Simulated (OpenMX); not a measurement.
ZrO2:

```xyz
6
Lattice="3.5961 0.0000 0.0000 0.0000 3.5961 0.0000 0.0000 0.0000 5.1770" Properties=species:S:1:pos:R:3 pbc="T T T"
Zr    1.7980    1.7980    2.5885
Zr    0.0000    0.0000    0.0000
O     1.7980    0.0000    4.1261
O     1.7980    0.0000    1.5376
O     0.0000    1.7980    3.6394
O     0.0000    1.7980    1.0509
```

Base run:

- Program: OpenMX 3.8.5
- Functional: PBE
- Potentials or basis: OpenMX 2013 PBE set, Zr7.0-s3p2d1, O6.0-s2p2, grid cutoff 400 Ry
- k mesh: 7 × 7 × 5
- Occupations: fermi-dirac, width 0.05 eV
- Spin: no spin polarisation

Its results: band gap on the k mesh 3.65 eV, indirect (least direct gap 3.67 eV); pressure 12.7 GPa; largest force 0.101 eV/Å.

Q: The run is repeated on the same cell with these changes: potentials or basis from OpenMX 2013 PBE set, Zr7.0-s3p2d1, O6.0-s2p2, grid cutoff 400 Ry to OpenMX 2013 PBE set, Zr7.0-s3p2d2, O6.0-s2p2d1, grid cutoff 400 Ry; k mesh from 7 × 7 × 5 to 5 × 5 × 5. What comes out?

A: Band gap on the k mesh 3.61 eV, indirect (least direct gap 3.61 eV); pressure 10.1 GPa; largest force 0.026 eV/Å.

Caveats: the basis of atomic orbitals isn't converged, which shifts pressures, moduli and gaps.
